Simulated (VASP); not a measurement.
Here is a VASP 6.6.1 calculation.

The input INCAR:

```
SYSTEM = MoSe2
ALGO = Normal
EDIFF = 1E-6
ENCUT = 520
GGA_COMPAT = .False.
ISIF = 2
ISMEAR = 0
KPAR = 4
LASPH = .True.
LCHARG = .False.
LMAXMIX = 4
LNONCOLLINEAR = .True.
LORBIT = 11
LREAL = .False.
LSORBIT = .True.
LWAVE = .False.
MAGMOM = 0 0 0 0 0 0 0 0 0 0 0 0 0 0 0 0 0 0
NBANDS = 68
NELM = 60
PREC = Accurate
SIGMA = 0.02
```

File KPOINTS:

```
k-points
0
Gamma
  8 8 2
  0 0 0
```

POSCAR

```
MoSe2
1.0
    3.2880000000      0.0000000000      0.0000000000
   -1.6440000000      2.8474915276      0.0000000000
    0.0000000000      0.0000000000     12.9000000000
Mo Se
2 4
Direct
    0.6666666667      0.3333333333      0.7500000000
    0.3333333333      0.6666666667      0.2500000000
    0.6666666667      0.3333333333      0.3750000000
    0.3333333333      0.6666666667      0.8750000000
    0.6666666667      0.3333333333      0.1250000000
    0.3333333333      0.6666666667      0.6250000000
```

Contents of KPOINTS_OPT:

```
path GMKGALHA,LM,KH
20
line-mode
reciprocal
 0.0000000000  0.0000000000  0.0000000000  G
 0.5000000000  0.0000000000  0.0000000000  M

 0.5000000000  0.0000000000  0.0000000000  M
 0.3333333333  0.3333333333  0.0000000000  K

 0.3333333333  0.3333333333  0.0000000000  K
 0.0000000000  0.0000000000  0.0000000000  G

 0.0000000000  0.0000000000  0.0000000000  G
 0.0000000000  0.0000000000  0.5000000000  A

 0.0000000000  0.0000000000  0.5000000000  A
 0.5000000000  0.0000000000  0.5000000000  L

 0.5000000000  0.0000000000  0.5000000000  L
 0.3333333333  0.3333333333  0.5000000000  H

 0.3333333333  0.3333333333  0.5000000000  H
 0.0000000000  0.0000000000  0.5000000000  A

 0.5000000000  0.0000000000  0.5000000000  L
 0.5000000000  0.0000000000  0.0000000000  M

 0.3333333333  0.3333333333  0.0000000000  K
 0.3333333333  0.3333333333  0.5000000000  H
```

Potentials or basis: VASP PAW LDA potentials, release 64 (Mo_sv, Se).

Run with:

```console
$ cat potpaw_LDA.64/Mo_sv/POTCAR potpaw_LDA.64/Se/POTCAR > POTCAR
$ mpirun -np 4 vasp_ncl > vasp.out
```

Question: What does it give for the pressure?

Answer: 1.2 GPa.

Question: Predict the largest force.

Answer: 0.667 eV/Å.

Forces on the atoms (eV/Å):
```
Mo   0.000  0.000  0.000
Mo   0.000  0.000  0.000
Se   0.000  0.000  0.667
Se   0.000  0.000  0.667
Se   0.000  0.000 -0.667
Se   0.000  0.000 -0.667
```

Caveat: the cell's inner coordinates are idealised or old, which leaves forces on the atoms.
